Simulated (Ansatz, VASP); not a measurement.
# Two plane-wave programs on PtSe2

The input INCAR:

```
SYSTEM = PtSe2
  ALGO = Normal
  EDIFF = 1E-6
  ENCUT = 520
  GGA = PE
  ISIF = 2
  ISMEAR = 0
  LASPH = .True.
  LCHARG = .True.
  LELF = .True.
  LREAL = .False.
  LVHAR = .True.
  LWAVE = .False.
  NBANDS = 18
  NELM = 100
  PREC = Accurate
  SIGMA = 0.05
```

File KPOINTS:

```
k-points
0
Gamma
  9 9 6
  0 0 0
```

POSCAR

```
PtSe2
1.0
    3.6479786689      0.0000000000      0.0000000000
   -1.8239893344      3.1592421997      0.0000000000
    0.0000000000      0.0000000000      4.9586648823
Pt Se
1 2
Direct
    0.0000000000      0.0000000000      0.0000000000
    0.3333333333      0.6666666667      0.2500000000
    0.6666666667      0.3333333333      0.7500000000
```

Input for Ansatz:

```yaml
crystal:
  lattice:
    - [3.6479786689, 0.0, 0.0]
    - [-1.8239893344, 3.1592421997, 0.0]
    - [0.0, 0.0, 4.9586648823]
  atoms:
    - { symbol: Pt, position: [0.0, 0.0, 0.0] }
    - { symbol: Se, position: [0.3333333333, 0.6666666667, 0.25] }
    - { symbol: Se, position: [0.6666666667, 0.3333333333, 0.75] }
basis:
  ecutwfc: 420
  fft_grid_basis: typed
kpoints:
  mp_grid: { grid: [9, 9, 6] }
hamiltonian:
  xc: pbe
scf:
  occupations: { method: gaussian, width: 0.05 }
output:
  forces: true
  stress: true
  eigenvalues: true
  bader: true
  write_density: true
  volumetric_format: npy
  elf: true
```

Alike in both runs: task single point; functional PBE; k mesh 9 × 9 × 6; occupations gaussian, width 0.05 eV; no spin polarisation.

|  | VASP | Ansatz |
| --- | --- | --- |
| version | VASP 6.6.1 | Ansatz 0.2.0 |
| potentials or method | VASP PAW PBE potentials, release 64 (Pt, Se) | scalar-relativistic, plane waves, PAW |
| plane-wave cutoff (eV) | 520 | 420 |
| valence electrons in the cell | 22 | 50 |

Ansatz gave:

- gap on the k mesh at the Fermi level (eV): none
- pressure (GPa): 17.7
- largest component of the traceless stress (GPa): 3.72
- rms of the force components (eV/Å): 0.686

What did VASP give for the same quantities?

gap on the k mesh at the Fermi level (eV): none; pressure (GPa): 17.8; largest component of the traceless stress (GPa): 3.75; rms of the force components (eV/Å): 0.692.

Atom by atom the forces differ by 0.006 eV/Å (rms over components). A gap of «none» marks a metal or a gap that the smearing closes. The two sets of potentials don't hold the same shells in valence.

Caveats: so large a pressure means that the cell lies far from this level's equilibrium, or that cutoff or potentials fall short (VASP); forces of over 1 eV/Å show positions far from the minimum, so gaps and moduli don't describe the material at rest. Spin-orbit coupling is left out, which matters for the levels of Pt.
